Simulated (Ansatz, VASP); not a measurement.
**Two plane-wave programs on HfO2**

File INCAR:

```
ALGO     = Normal         # electronic algorithm
EDIFF    = 1E-6           # SCF threshold, eV
ENCUT    = 520            # plane-wave cutoff, eV
GGA      = PS             # functional
ISIF     = 2              # what is computed and relaxed
ISMEAR   = -1             # smearing method
LASPH    = T              # aspherical terms in the spheres
LCHARG   = T              # write CHGCAR
LELF     = T              # ELF
LREAL    = F              # projectors in reciprocal space
LVHAR    = T            
LWAVE    = F              # write WAVECAR
NBANDS   = 31             # bands
NELM     = 100            # most SCF steps
PREC     = Accurate       # precision mode
SIGMA    = 0.05           # smearing width, eV
```

Contents of KPOINTS:

```
k-points
0
Gamma
  8 8 5
```

File POSCAR:

```
HfO2
1.0
    3.5580193300      0.0000000000      0.0000000000
    0.0000000000      3.5580193300      0.0000000000
    0.0000000000      0.0000000000      5.1718612100
Hf O
2 4
Direct
    0.0020750000      0.0102890000      0.0108770000
    0.5131150000      0.5031010000      0.4943820000
   -0.0122120000      0.5071510000      0.1961360000
    0.5020780000     -0.0046630000      0.2965140000
    0.4937540000      0.0021230000      0.8100330000
   -0.0032490000      0.4955920000      0.6916280000
```

Contents of input.yaml:

```yaml
crystal:
  lattice:
    - [3.55801933, 0.0, 0.0]
    - [0.0, 3.55801933, 0.0]
    - [0.0, 0.0, 5.17186121]
  atoms:
    - { symbol: Hf, position: [0.002075, 0.010289, 0.010877] }
    - { symbol: Hf, position: [0.513115, 0.503101, 0.494382] }
    - { symbol: O, position: [-0.012212, 0.507151, 0.196136] }
    - { symbol: O, position: [0.502078, -0.004663, 0.296514] }
    - { symbol: O, position: [0.493754, 0.002123, 0.810033] }
    - { symbol: O, position: [-0.003249, 0.495592, 0.691628] }
hamiltonian:
  xc: pbesol
  pseudopotentials: { kind: paw }
kpoints:
  mp_grid: { grid: [8, 8, 5] }
scf:
  occupations: { method: fermi_dirac, width: 0.05 }
output:
  forces: true
  stress: true
  eigenvalues: true
```

Change from the starting cell: atoms moved at random, drawn with an rms of 0.05 Å.

Alike in both runs: task single point; functional PBEsol; k mesh 8 × 8 × 5; occupations fermi-dirac, width 0.05 eV; no spin polarisation.

|  | VASP | Ansatz |
| --- | --- | --- |
| version | VASP 6.6.1 | Ansatz 0.2.0 |
| potentials or method | VASP PAW PBE potentials, release 64 (Hf_pv, O) | Ansatz PAW |
| plane-wave cutoff (eV) | 520 | 420 |
| valence electrons in the cell | 44 | 76 |

```csv
,VASP,Ansatz,Ansatz less VASP
gap on the k mesh at the Fermi level (eV),4.44,4.46,+0.017
least direct gap on the mesh (eV),4.52,4.53,+0.014
pressure (GPa),0.1,3.3,+3.20
largest component of the traceless stress (GPa),2.40,2.31,-0.085
rms of the force components (eV/Å),0.541,0.549,+0.0076
```

Atom by atom the forces differ by 0.016 eV/Å (rms over components). The two sets of potentials don't hold the same shells in valence.

Caveats: spin-orbit coupling is left out, which moves the levels of the heavy elements; the PAW data sets were made with another functional, which shifts forces and pressure a little (VASP); an odd mesh through Γ misses points on the zone boundary, where band edges often lie (VASP); odd divisions of the mesh miss points on the zone boundary, where band edges often lie, so the gap on the mesh can be too wide (Ansatz); the pressure holds a Pulay correction of +0.8 GPa for the finite cutoff (Ansatz); the PAW data sets come from PBE, with cores solved anew for the run's functional, which leaves a small shift of forces and pressure (Ansatz).
